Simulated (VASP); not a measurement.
# Si (Fd-3m) in VASP: a series of runs

One crystal, Si, is run at these levels: PBE; tasks: G0W0 quasiparticle levels.

All numbers are computed with VASP 6.6.1; they aren't measurements. Logs are shortened: lines on timing, memory, paths and dates and some standing lists are left out, and cuts for length are marked.

## (1) Starting point

The structure is cubic, space group Fd-3m (No. 227). Conventional cell: a = 5.444 Å, b = 5.444 Å, c = 5.444 Å, α = 90.00°, β = 90.00°, γ = 90.00°. Si (site symmetry -43m) has 4 Si at 2.36 Å as nearest neighbours.

## (2) G0W0 quasiparticle levels, PBE

POSCAR

```
Si
1.0
    0.0000000000      2.7218511865      2.7218511865
    2.7218511865      0.0000000000      2.7218511865
    2.7218511865      2.7218511865      0.0000000000
Si
2
Direct
    0.5000000000      0.5000000000      0.5000000000
    0.7500000000      0.7500000000      0.7500000000
```

INCAR.step1

```
SYSTEM = Si
ALGO = Normal
EDIFF = 1E-8
ENCUT = 450
GGA = PE
ISMEAR = 0
LASPH = .True.
LCHARG = .False.
LREAL = .False.
LWAVE = .True.
NELM = 100
PREC = Accurate
SIGMA = 0.01
```

INCAR.step2

```
SYSTEM = Si
ALGO = Exact
EDIFF = 1E-8
ENCUT = 450
GGA = PE
ISMEAR = 0
ISTART = 1
LASPH = .True.
LCHARG = .False.
LOPTICS = .True.
LREAL = .False.
LWAVE = .True.
NBANDS = 52
NELM = 1
PREC = Accurate
SIGMA = 0.01
```

INCAR.step3

```
SYSTEM = Si
ALGO = EVGW0
EDIFF = 1E-8
ENCUT = 450
ENCUTGW = 50
GGA = PE
ISMEAR = 0
ISTART = 1
LASPH = .True.
LCHARG = .False.
LREAL = .False.
LWAVE = .False.
NBANDS = 52
NBANDSGW = 12
NELMGW = 1
NOMEGA = 48
PREC = Accurate
PRECFOCK = Fast
SIGMA = 0.01
```

KPOINTS

```
k-points
0
Gamma
  3 3 3
  0 0 0
```

Potentials or basis: VASP PAW PBE potentials, release 64 (Si_GW).

Command:

```
$ cat potpaw_PBE.64/Si_GW/POTCAR > POTCAR
$ cp INCAR.step1 INCAR
$ mpirun -np 1 vasp_std > vasp.out
$ cp INCAR.step2 INCAR
$ mpirun -np 1 vasp_std > vasp.out
$ cp INCAR.step3 INCAR
$ mpirun -np 1 vasp_std > vasp.out
```

OUTCAR:

```text
SYSTEM = Si
   EDIFF = 1E-8
   ENCUT = 450
   ENCUTGW = 50
   GGA = PE
   ISMEAR = 0
   ISTART = 1
   LASPH = .True.
   LREAL = .False.
   NELMGW = 1
   PREC = Accurate
   PRECFOCK = Fast

 Found      4 irreducible k-points:

 Following reciprocal coordinates:
            Coordinates               Weight
  0.000000  0.000000  0.000000      1.000000
  0.333333  0.000000  0.000000      8.000000
  0.333333  0.333333  0.000000      6.000000
 -0.333333  0.333333  0.000000     12.000000
   k-points           NKPTS =      4   k-points in BZ     NKDIM =     27   number of bands    NBANDS=     52
   number of dos      NEDOS =    301   number of ions     NIONS =      2
   total plane-waves  NPLWV =  21952
   dimension x,y,z NGX =    28 NGY =   28 NGZ =   28
   dimension x,y,z NGXF=    56 NGYF=   56 NGZF=   56
   ions per type =               2
   NGX,Y,Z   is equivalent  to a cutoff of  12.09, 12.09, 12.09 a.u.
   NGXF,Y,Z  is equivalent  to a cutoff of  24.19, 24.19, 24.19 a.u.
 SYSTEM =  Si
   PREC   = accura    normal or accurate (medium, high low for compatibility)
   ISTART =      1    job   : 0-new  1-cont  2-samecut
   ICHARG =      0    charge: 1-file 2-atom 10-const
   ISPIN  =      1    spin polarized calculation?
   LNONCOLLINEAR =      F non collinear calculations
   LSORBIT =      F    spin-orbit coupling
   LASPH  =      T    aspherical Exc in radial PAW
   ENCUT  =  450.0 eV  33.07 Ry    5.75 a.u.   6.66  6.66  6.66*2*pi/ulx,y,z
   NELM   =     60;   NELMIN=  2; NELMDL=  0     # of ELM steps
   EDIFF  = 0.1E-07   stopping-criterion for ELM
   LREAL  =      F    real-space projection
   EDIFFG = 0.1E-06   stopping-criterion for IOM
   NSW    =      0    number of steps for IOM
   IBRION =     -1    ionic relax: 0-MD 1-quasi-New 2-CG
   NFREE  =      0    steps in history (QN), initial steepest desc. (CG)
   ISIF   =      0    stress and relaxation
   ISYM   =      3    0-nonsym 1-usesym 2-fastsym
   POTIM  = 0.5000    time-step for ionic-motion
   TEBEG  =    0.0;   TEEND  =   0.0 temperature during run
   PSTRESS=    0.0 pullay stress
   NELECT =       8.0000    total number of electrons
   NUPDOWN=      -1.0000    fix difference up-down
   EMIN   =  10.00;   EMAX   =-10.00  energy-range for DOS
   EFERMI =   0.00;   METHOD = LEGACY
   ISMEAR =     0;   SIGMA  =   0.01  broadening in eV -4-tet -1-fermi 0-gaus
   EFERMI_NEDOS =   21; number of points for ismear=-14 and -15
   IALGO  =     38    algorithm
   IMIX   =      4    mixing-type and parameters
     AMIX     =   0.40;   BMIX     =  1.00
     AMIX_MAG =   1.60;   BMIX_MAG =  1.00
  volume/ion in A,a.u.               =      20.16       136.08
  Fermi-wavevector in a.u.,A,eV,Ry     =   0.954766  1.804247 12.402783  0.911579
  Thomas-Fermi vector in A             =   2.083543
   LORBIT       =      0    0 simple, 1 ext, 2 COOP (PROOUT), +10 PAW based schemes
   GGA     = PE    functional components
   LHFCALC =     T    Hartree Fock is set to
   PRECFOCK=fast      Normal, Fast or Accurate (Low or Medium for compatibility)
   ENCUT4O =  -1.0   cutoff for four orbital integrals eV
   NKREDX  =     1    reduce k-point grid by
   NKREDY  =     1    reduce k-point grid by
   NKREDZ  =     1    reduce k-point grid by
   AEXX    =    1.0000 exact exchange contribution
   HFSCREEN=    0.0000 screening length (either q_TF or 0.3 A-1)
   HFSCREENC=   0.0000 screening length for correlation (either q_TF or 0.3 A-1)
   ENCUTFOCK=  -1.0 apply spherical cutoff to Coloumb kernel
   IVDW    =     0    specifies the selected vdW correction
   LEPSILON=     F    determine dielectric tensor
   LRPA    =     F    only Hartree local field effects (RPA)
   LRPAFORCE           =     F    calculate RPA forces
   ENCUTGW             =  50.0    cutoff for response function in eV
   ENCUTGWSOFT         =  40.0    soft cutoff for Coulomb kernel in GW response function in eV
   ENCUTLF             =  -1.0    cutoff for local field effects
   NELMGW              =     1    number of iterations in solving QP/BSE equation
   NELMHF              =     1    number of iterations in the inner HF iteration
   NKREDLFX            =     1    NKREDLFY  =   1   NKREDLFZ  =   1
 non-spin polarized calculation
 Gauss-broadening in eV      SIGMA  =   0.01
  energy-cutoff  :      450.00
  volume of cell :       40.33
 maximum number of plane-waves:       893
 NGX is ok and might be reduce to    28
  NGX = 16; NGY = 16; NGZ = 16
   NGX = 13   NGY = 13   NGZ = 13
 maximum number of plane-waves:        34
 NGX is ok and might be reduce to    10

 QP shifts <psi_nk| G(iteration)W_0 |psi_nk>: iteration 1
 for sc-GW calculations column KS-energies equals QP-energies in previous step
 and V_xc(KS)=  KS-energies - (<T + V_ion + V_H > + <T+V_H+V_ion>^1  + <V_x>^1)

 k-point   1 :       0.0000    0.0000    0.0000
  band No.  KS-energies  QP-energies   sigma(KS)   V_xc(KS)     V^pw_x(r,r')   Z            occupation Imag(sigma)

      1      -6.4325      -6.7141     -10.7981     -10.4342     -17.4248       0.7738       2.0000       1.3692
      2       5.5010       5.4481     -11.4911     -11.4221     -13.4294       0.7668       2.0000       0.0718
      3       5.5010       5.4481     -11.4911     -11.4221     -13.4294       0.7668       2.0000       0.0718
      4       5.5010       5.4481     -11.4911     -11.4221     -13.4294       0.7668       2.0000       0.0718
      5       8.0158       8.4255      -9.5385     -10.0709      -5.3656       0.7695       0.0000      -0.1101
      6       8.0158       8.4255      -9.5385     -10.0709      -5.3656       0.7695       0.0000      -0.1101
      7       8.0158       8.4255      -9.5385     -10.0709      -5.3656       0.7695       0.0000      -0.1101
      8       8.7867       9.4673     -10.1453     -11.0339      -5.5737       0.7660       0.0000      -0.1304
      9      13.1689      13.7257      -9.2497      -9.9879      -4.1513       0.7544       0.0000      -0.2283
     10      13.1689      13.7257      -9.2497      -9.9879      -4.1513       0.7544       0.0000      -0.2283
     11      13.4319      13.2890      -7.7848      -7.6090      -2.4805       0.8133       0.0000      -0.3757
     12      16.6688      16.6693      -8.2476      -8.2483      -2.1676       0.7704       0.0000      -0.6522

 k-point   2 :       0.3333    0.0000    0.0000
  band No.  KS-energies  QP-energies   sigma(KS)   V_xc(KS)     V^pw_x(r,r')   Z            occupation Imag(sigma)

      1      -5.0623      -5.2428     -10.8517     -10.5993     -17.0078       0.7152       2.0000       1.0332
      2       0.1680      -0.0583     -10.8235     -10.5202     -14.3244       0.7459       2.0000       0.2806
      3       4.4958       4.3996     -11.2790     -11.1531     -13.4034       0.7637       2.0000       0.0885
      4       4.4958       4.3996     -11.2790     -11.1531     -13.4034       0.7637       2.0000       0.0885
      5       7.2191       7.6307      -9.5662     -10.1028      -5.4756       0.7670       0.0000      -0.0874
      6       8.9604       9.3538      -9.3576      -9.8666      -4.9457       0.7730       0.0000      -0.1504
      7       8.9604       9.3538      -9.3576      -9.8666      -4.9457       0.7730       0.0000      -0.1504
      8      13.3234      13.4423      -8.7034      -8.8577      -3.1419       0.7702       0.0000      -0.3789
      9      13.4336      13.8435      -9.2515      -9.7882      -3.9518       0.7637       0.0000      -0.3365
     10      13.4336      13.8435      -9.2515      -9.7882      -3.9518       0.7637       0.0000      -0.3365
     11      14.5657      14.7976      -8.8497      -9.1562      -3.3876       0.7566       0.0000      -0.3666
     12      19.0513      19.2455      -8.9523      -9.2111      -2.6653       0.7506       0.0000      -0.7689

 k-point   3 :       0.3333    0.3333    0.0000
  band No.  KS-energies  QP-energies   sigma(KS)   V_xc(KS)     V^pw_x(r,r')   Z            occupation Imag(sigma)

      1      -4.5371      -4.7293     -10.8895     -10.6186     -16.7869       0.7095       2.0000       0.9228
      2       0.4886       0.3643     -11.3098     -11.1432     -14.8598       0.7458       2.0000       0.2614
      3       3.0777       2.8892     -10.9556     -10.7048     -13.4407       0.7517       2.0000       0.1030
      4       3.0777       2.8892     -10.9556     -10.7048     -13.4407       0.7517       2.0000       0.1030
      5       6.2001       6.3975      -8.9060      -9.1598      -5.0102       0.7776       0.0000      -0.0739
      6       7.4600       7.6477      -8.6364      -8.8784      -4.3832       0.7756       0.0000      -0.1009
      7      12.7127      13.2735      -9.9652     -10.7080      -4.7382       0.7549       0.0000      -0.3293
      8      12.7127      13.2735      -9.9652     -10.7080      -4.7382       0.7549       0.0000      -0.3293
      9      15.2618      15.9070     -10.0948     -10.9514      -4.4190       0.7532       0.0000      -0.4117
     10      15.3039      15.8535      -9.3298     -10.0353      -3.7360       0.7791       0.0000      -0.4277
     11      18.5419      18.6586      -8.7161      -8.8703      -2.5853       0.7572       0.0000      -0.7065
     12      18.8973      19.3226      -9.4931     -10.0577      -2.8971       0.7531       0.0000      -0.9390

 k-point   4 :      -0.3333    0.3333    0.0000
  band No.  KS-energies  QP-energies   sigma(KS)   V_xc(KS)     V^pw_x(r,r')   Z            occupation Imag(sigma)

      1      -3.1838      -3.3412     -11.1210     -10.9016     -16.4741       0.7174       2.0000       0.6991
      2      -1.2644      -1.4335     -11.1201     -10.8864     -15.5005       0.7234       2.0000       0.4248
      3       1.0888       0.7693     -10.2706      -9.8453     -12.9795       0.7510       2.0000       0.1788
      4       3.3836       3.2150     -11.0392     -10.8165     -13.4271       0.7570       2.0000       0.0965
      5       7.0350       7.2599      -8.8545      -9.1442      -4.7336       0.7763       0.0000      -0.0907
      6      11.2761      11.5702      -9.3203      -9.7014      -4.5675       0.7716       0.0000      -0.2344
      7      11.9137      12.4108      -9.5904     -10.2516      -4.3400       0.7519       0.0000      -0.3089
      8      12.5261      13.0438      -9.8237     -10.5050      -4.6738       0.7600       0.0000      -0.3090
      9      12.8638      13.3438      -9.6182     -10.2605      -4.1378       0.7472       0.0000      -0.3460
     10      13.1278      13.5113      -9.2556      -9.7484      -4.1666       0.7781       0.0000      -0.3312
     11      19.8065      19.9178      -8.5138      -8.6604      -2.3238       0.7593       0.0000      -0.7853
     12      20.3688      20.3501      -8.1984      -8.1740      -2.0224       0.7654       0.0000      -0.8428
```

It took 11 s on 1 thread of Intel Xeon 6975P-C (Granite Rapids), shared host; peak memory 0.24 GiB.

The run converged, but some of its settings lie outside the range that counts as converged, so its numbers aren't taken as properties of the crystal.

Results:

| Quantity | Value |
| --- | --- |
| Band gap on the k mesh, mean-field level | 0.70 eV, indirect (least direct gap 2.51 eV) |
| Quasiparticle gap | 0.95 eV |
| Least direct quasiparticle gap | 2.98 eV |

Caveat: the k mesh is coarse (spacing up to 0.67 Å⁻¹), so the values aren't converged; bands, screening cutoff and mesh are small and nothing is extrapolated, so the quasiparticle values aren't converged; an odd mesh through Γ misses points on the zone boundary, where band edges often lie.

(Continued in part 2 of 2.)
